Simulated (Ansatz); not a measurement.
H started in the widest void in rocksalt CaO, 65 atoms, charge +1

All numbers come from Ansatz (PAW, plane waves, no spin–orbit coupling) at the single k point (¼, ¼, ¼) without its symmetry partners. The atoms were relaxed with PBEsol in a fixed cell; other functionals are single points on those atoms unless said otherwise. The valence top and gap of the host come from its small cell on a dense mesh, with the band extrema sought between the mesh points, lined up by the mean potential, PBEsol gap 3.54 eV, HSE06 gap 5.31 eV. The charge correction uses an assumed dielectric constant of 11.9.

Relaxed structure:

```
O Ca H
1.0
     9.53520    0.00000    0.00000
     0.00000    9.53520    0.00000
     0.00000    0.00000    9.53520
O Ca H
32 32 1
Cartesian
  2.3973 0.0345 0.0343
  2.3847 0.0105 4.7863
  2.3847 4.7866 0.0102
  2.3831 4.7276 4.7273
  7.1654 0.0128 0.0126
  7.1552 0.0095 4.7721
  7.1552 4.7724 0.0093
  7.1504 4.7644 4.7641
  0.0326 2.3991 0.0343
  0.0086 2.3866 4.7863
  0.0110 7.1673 0.0126
  0.0078 7.1571 4.7720
  4.7846 2.3866 0.0103
  4.7258 2.3849 4.7276
  4.7705 7.1571 0.0093
  4.7625 7.1522 4.7641
  0.0326 0.0345 2.3989
  0.0110 0.0128 7.1670
  0.0086 4.7866 2.3863
  0.0078 4.7723 7.1568
  4.7846 0.0105 2.3863
  4.7705 0.0096 7.1568
  4.7259 4.7279 2.3846
  4.7625 4.7644 7.1520
  2.4195 2.4214 2.4212
  2.3882 2.3901 7.1983
  2.3882 7.1985 2.3898
  2.3888 7.1576 7.1573
  7.1964 2.3902 2.3899
  7.1557 2.3906 7.1574
  7.1557 7.1577 2.3903
  7.1547 7.1565 7.1562
  0.0111 0.0130 0.0128
  9.5322 9.5341 4.7871
  9.5322 4.7873 9.5338
  0.0023 4.7767 4.7765
  4.7854 9.5342 9.5339
  4.7749 0.0041 4.7765
  4.7750 4.7768 0.0038
  4.7550 4.7568 4.7566
  2.4054 2.4073 9.4929
  2.3427 2.3445 4.9559
  2.3907 7.1823 9.5184
  2.3881 7.1646 4.7946
  7.1802 2.3926 9.5185
  7.1627 2.3899 4.7946
  7.1577 7.1596 9.5322
  7.1497 7.1515 4.7818
  2.4054 9.4932 2.4071
  2.3907 9.5187 7.1820
  2.3427 4.9562 2.3442
  2.3881 4.7948 7.1643
  7.1803 9.5188 2.3923
  7.1577 9.5325 7.1594
  7.1627 4.7949 2.3897
  7.1497 4.7821 7.1513
  9.4912 2.4073 2.4070
  9.5168 2.3926 7.1820
  9.5168 7.1823 2.3923
  9.5306 7.1596 7.1593
  4.9537 2.3447 2.3444
  4.7930 2.3900 7.1644
  4.7930 7.1647 2.3897
  4.7802 7.1516 7.1513
  2.9842 2.9876 2.9874
```

Chemical potentials μ are those of reference phases of the elements at zero temperature by the same functional (the usual solids, diamond for C, grey Sn, and the molecules H2, N2, O2, F2, Cl2, Br2 and S8).

```tsv
functional	E(defect) − E(host) − Σ nμ + q·E_VBM (eV)	monopole (eV)	alignment (eV)	formation energy at E_F = VBM (eV)	moment (μB)	wall time, shared host
PBEsol	-1.14	0.18	0.01	-0.95	0 (no spin)	15 s on NVIDIA GB300 (relaxation)
HSE06	-2.00	0.18	0.01	-1.81	0 (no spin)	22 s on NVIDIA GB300
```

How does the monopole term follow by hand for this cubic cell?

q²·α·e²/(4πε₀)/(2εL) with the Madelung constant α = 2.837 and e²/4πε₀ = 14.40 eV·Å: 1 × 2.837 × 14.40 / (2 × 11.9 × 9.535) = 0.18 eV.

HSE06 one-electron levels near the gap (the ten most localised at most), from the host's valence top, not corrected for the charge's images:

```
level (eV)  spin  filling  atoms sharing it  element of the atom with most weight
     -0.19  both     2.00              30.9                                spread
     -0.19  both     2.00              30.9                                spread
```

All elements are taken at their own reference at once; growth conditions in equilibrium with the host shift these energies, by up to the host's formation enthalpy.

One k point and a cell of this size can leave errors of several tenths of an eV in such numbers.
